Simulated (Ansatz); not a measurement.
Results of r²SCAN (Ansatz, a first-principles code, plane waves, PAW) for cubic perovskite CsPbI₃ (cubic high-temperature phase).

Numerical settings: plane-wave cutoff 560 eV, 6×6×6 k mesh, Fermi–Dirac smearing 0.01 eV, scalar-relativistic PAW data made under PBE.

The cell has the measured lattice: a = 6.289 Å, b = 6.289 Å, c = 6.289 Å, α = 90.00°, β = 90.00°, γ = 90.00°.

Task: Give the computed band gap and Γ–Γ gap.

Result: 
- band gap = 1.63 eV
- Γ–Γ gap = 4.92 eV

Note: held by symmetry at 0 K, a high-temperature phase can be a saddle point; cell and atoms aren't relaxed at this level (pressure 0.4 GPa).

Spin–orbit coupling is not included; with these elements it can move the gap by several tenths of an eV or more.

Computed values are for the static lattice.
